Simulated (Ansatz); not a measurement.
input.yaml (Ansatz)

```yaml
crystal:
  lattice:
    - [2.3840054719, 0.0, 0.0]
    - [0.0, 2.3840054719, 0.0]
    - [0.0, 0.0, 4.3015153311]
  atoms:
    - { symbol: Cr, position: [0.0, 0.0, 0.0], spin: 1.5 }
    - { symbol: Cr, position: [0.5, 0.5, 0.5], spin: -1.5 }
hamiltonian:
  xc: blyp
  pseudopotentials:
    kind: paw
    azcp:
      Cr: "pseudopotentials/Cr.paw.azcp"
basis:
  ecutwfc: 420
  fft_grid_basis: typed
kpoints:
  mp_grid: { grid: [21, 21, 12], shift: [0, 0, 0] }
magnetization:
  spin_polarized: true
scf:
  occupations: { method: fermi_dirac, width: 0.05 }
```

Output

```
Engine: ansatz 0.2.0, aarch64-unknown-linux-gnu
Pseudopotentials: kind: paw
Pseudopotential: Cr, paw, valence charge 14, recommended cutoff 420 eV (normal) 
Functional definition: BLYP
  parameter beta = 0.0042
  parameter a = 0.04918
  parameter b = 0.132
  parameter c = 0.2533
  parameter d = 0.349
  exchange = b88_x(beta = beta)
  correlation = lyp_c(a = a, b = b, c = c, d = d)
Crystal: 2 atoms, lattice volume = 24.448 Å³
Basis set: ecut = 420 eV, 467 PW (Γ), exchange–correlation on 32×32×60 points (8 copies of the dense FFT grid, shifted against one another)
Bands: 20, of which v1, the nominal top of the filled ones, is band 14 counted from 1 (13 counted from 0)
Symmetry: 16 space group operations
Space group: P4/mmm (ITA 123), of the structure as read, at distance tolerance 2.9e-5 Å
Magnetic group: BNS 123.350 (UNI 1010), of the structure as read, at distance tolerance 2.9e-5 Å
k-points: 462 of 5292
Non-local potential: Cr, projectors of the file, l = 0: 3, l = 1: 2, l = 2: 3, l = 3: 1
PAW form: soft (Blöchl's): semilocal exchange-correlation on the pseudo side does not see the compensation charge
PAW frozen core: Cr, regenerated for the run's functional, and the local potential with it (the file was generated under x = pbe(κ = 0.804, μ = 0.2195149727645171), c = pbe(β = 0.06672455060314922))
PAW one-centre angular grid: Cr, 590 points (default); XC on 64 Gauss nodes
Initial density: superposition of atomic densities (chi_scale 0.1, normalization cell)
Starting moments: Σ|m| = 3 μB on 2 of 2 sites
Starting magnetic order: antiferromagnet; a translation exchanges its spin sublattices: spin-degenerate at every k-point
Initial wavefunctions: pseudopotential atomic-orbital guess
Functional: x = b88, c = lyp
SCF iter   1: F=—  HF=-6773.107273 eV  |F-HF|=—  |Δ(HF+E_count)|=         —  Δρ=1.48e-1 (↑1.48e-1 ↓1.48e-1)  dr2=8.84e0  dr2_m=2.46e0  M=0.000 μB ∫|m|=0.294 μB  β_m=0.30  ethr=3.10e-3  ⟨swp⟩=3.5  Hψ=32504  notcnv=0
Mixer restart at iter 1: flushing history
SCF iter   2: F=—  HF=-6769.881458 eV  |F-HF|=—  |Δ(HF+E_count)|=    3.23e0  Δρ=9.23e-2 (↑9.23e-2 ↓9.23e-2)  dr2=2.63e0  dr2_m=1.21e0  M=0.000 μB ∫|m|=0.284 μB  β_m=0.50  ethr=3.10e-3  ⟨swp⟩=2.0  Hψ=20697  notcnv=0  defer=63
SCF iter   3: F=—  HF=-6768.667038 eV  |F-HF|=—  |Δ(HF+E_count)|=    1.21e0  Δρ=2.44e-2 (↑2.44e-2 ↓2.44e-2)  dr2=7.10e-2  dr2_m=1.08e-1  M=0.000 μB ∫|m|=0.168 μB  β_m=0.65  ethr=3.10e-3  ⟨swp⟩=2.9  Hψ=18274  notcnv=0  defer=63
SCF iter   4: F=—  HF=-6768.685518 eV  |F-HF|=—  |Δ(HF+E_count)|=   1.85e-2  Δρ=4.15e-3 (↑4.15e-3 ↓4.15e-3)  dr2=4.28e-3  dr2_m=2.63e-3  M=0.000 μB ∫|m|=0.036 μB  β_m=0.83  ethr=2.53e-4  ⟨swp⟩=2.3  Hψ=19045  notcnv=0  defer=26
SCF iter   5: F=—  HF=-6768.690889 eV  |F-HF|=—  |Δ(HF+E_count)|=   5.37e-3  Δρ=8.89e-4 (↑8.89e-4 ↓8.89e-4)  dr2=4.62e-4  dr2_m=2.67e-5  M=0.000 μB ∫|m|=0.002 μB  β_m=0.78  ethr=1.53e-5  ⟨swp⟩=2.1  Hψ=15126  notcnv=0  defer=26
SCF iter   6: F=—  HF=-6768.690945 eV  |F-HF|=—  |Δ(HF+E_count)|=   5.56e-5  Δρ=1.22e-4 (↑1.22e-4 ↓1.22e-4)  dr2=2.22e-6  dr2_m=2.11e-6  M=0.000 μB ∫|m|=0.002 μB  β_m=0.89  ethr=1.65e-6  ⟨swp⟩=2.0  Hψ=11929  notcnv=0  defer=26
SCF iter   7: F=—  HF=-6768.691041 eV  |F-HF|=—  |Δ(HF+E_count)|=   9.60e-5  Δρ=7.58e-5 (↑7.58e-5 ↓7.58e-5)  dr2=3.65e-6  dr2_m=1.31e-7  M=0.000 μB ∫|m|=0.000 μB  β_m=0.81  ethr=7.94e-9  ⟨swp⟩=2.0  Hψ=16014  notcnv=0  defer=26
SCF iter   8: F=—  HF=-6768.691040 eV  |F-HF|=—  |Δ(HF+E_count)|=   1.04e-6  Δρ=7.48e-6 (↑7.48e-6 ↓7.48e-6)  dr2=3.53e-9  dr2_m=1.13e-8  M=0.000 μB ∫|m|=0.000 μB  β_m=0.91  ethr=7.94e-9  ⟨swp⟩=2.0  Hψ=13978  notcnv=0  defer=26
SCF iter   9: F=—  HF=-6768.691040 eV  |F-HF|=—  |Δ(HF+E_count)|=   2.32e-9  Δρ=8.80e-7 (↑8.80e-7 ↓8.80e-7)  dr2=1.66e-10  dr2_m=1.06e-10  M=0.000 μB ∫|m|=0.000 μB  β_m=0.88  ethr=1.26e-11  ⟨swp⟩=2.2  Hψ=16025  notcnv=0  defer=26
SCF iter  10: F=-6768.691040 eV  HF=-6768.691040 eV  |F-HF|=5.46e-12  |Δ(HF+E_count)|=  3.09e-11  Δρ=1.51e-7 (↑1.51e-7 ↓1.51e-7)  dr2=8.92e-12  dr2_m=2.56e-12  M=0.000 μB ∫|m|=0.000 μB  ethr=1.00e-12  ⟨swp⟩=1.0  Hψ=23817  notcnv=0
SCF 1 converged in 10 iterations: F = -6768.691040 eV  dr2 = 8.92e-12
WARN: the starting moments were not kept: the SCF closed with an absolute magnetisation of 2.1e-6 μB, where they sum to 3 μB in size (2 sites). That is at most 0.1 of that sum. Measured as dr2_m measures the in/out step, that magnetisation stands 1.3e-12 eV from none, at or under the dr2_threshold of 1.0e-7 eV: it is no larger than a step whose dr2_m would equal this threshold. The system may hold no moment; this SCF shows only that its start led to no more than that. To try another start: raise the starting moments (crystal.atoms[].spin, magnetization.per_species, magnetization.initial_magnetization, or on a non-collinear deck that types none of these the spinor_matrix: blocks that start its atoms; where the total moment is fixed, keep their sum and leave initial_magnetization as it is; typed ones take the place of any that the run laid by itself, positive ones on a crystal's lanthanoids without a Hubbard term where scf.initial_density.shell_occupations: [] is typed) or, if the notice of its spin-set hold's release reads "site moments contracting" or "site moments show no strong build", lengthen the hold (scf.mixing.spin_hold: { on: { confirm: 4 } }; for m-r²SCAN on two components see the key's manual first). Each may lead to a state that holds a moment. A second SCF, from the converged charge density, with the starting moments and any scf.initial_density.shell_occupations laid on it anew, would have followed, and was not run: the deck does not ask for one (magnetization.retry_lost_moments is false, the default). To let it run, set magnetization.retry_lost_moments: true and run the deck again, where that key's refused combinations let it; where memory then withholds it, that run's warning says so.
SCF converged after 10 iterations
Magnetization: 0.0000 μB (14.0000 up, 14.0000 down)
Absolute magnetization: 0.0000 μB (∫|ρ↑−ρ↓|)
Spin contamination: 0.0000 ħ² per cell (⟨S²⟩ above its minimum at these occupations)
Per-site moments (μB) at R_I (Å): [(-7.628485610430447e-7, 0.9834022571587502), (7.628485610430447e-7, 0.9834022571587502)]
Free energy (F): -6768.691040 eV
Harris-Foulkes:  -6768.691040 eV  (|F-HF|=5.46e-12)
Internal energy: -6768.671911 eV  (E = F + TS)
E sigma→0 (E₀):  -6768.681475 eV
Entropy (-TS):   -0.019129 eV (-9.565 meV/atom)
Fermi energy:    18.715700 eV
--- Per-component energies (eV) ---
  E_band       = -305.766596
  E_kinetic    = 686.867361
  E_local      = -2478.971407  (includes V_loc(G=0)·N_el)
  E_nonlocal   = 158.378599
  E_hartree    = 1078.985883
  E_xc         = -275.739143
  E_vxc        = -350.865936  (∫ρ·V_xc dr)
  E_paw        = -2408.943496  (= ΣΔE_a)
  E_vpaw       = -479.147523  (= ΣTr[D̂ρ^β])
  E_aug_tail   = 0.000739  (compensation charges beyond the density's cutoff)
  E_ewald      = -3529.280026
  E_core_change = 0.029581  (= ΣΔE_core)
  E_smearing   = -0.019129  (= −TS)
  E_closure    = 0.000000  (closes the sum)
  Σ components = -6768.691040   (vs F -6768.691040, Δ=0.00e0)
--- Band table (eV; the first three rows and the last of 924) ---
  k-point 0 ↑: bands = ["-53.0003", "-52.8930", "-24.6368", "-24.0768", "-23.9468", "-23.9468", "-23.8414", "-23.8414", "11.1941", "14.4631", "15.3213", "16.5324", "17.9892", "18.9219", "18.9219", "19.0417", "20.7692", "20.9204", "20.9204", "21.1129"]
  k-point 1 ↑: bands = ["-52.9985", "-52.8948", "-24.6275", "-24.0867", "-23.9451", "-23.9451", "-23.8432", "-23.8432", "11.2606", "14.4596", "15.3400", "16.5094", "17.9514", "18.8553", "18.9507", "18.9507", "20.7752", "20.8790", "20.8790", "21.1069"]
  k-point 2 ↑: bands = ["-52.9931", "-52.9002", "-24.6003", "-24.1154", "-23.9398", "-23.9398", "-23.8485", "-23.8485", "11.4571", "14.4355", "15.3950", "16.4427", "17.8439", "18.3931", "19.0358", "19.0358", "20.7599", "20.7599", "20.7919", "21.0894"]
  k-point 461 ↓: bands = ["-52.6911", "-52.6911", "-24.6245", "-24.6245", "-24.6232", "-24.6232", "-24.1616", "-24.1616", "15.0027", "15.0027", "17.0600", "17.0600", "17.0962", "17.0962", "19.3686", "19.3686", "21.9438", "21.9438", "28.2607", "28.2607"]
```
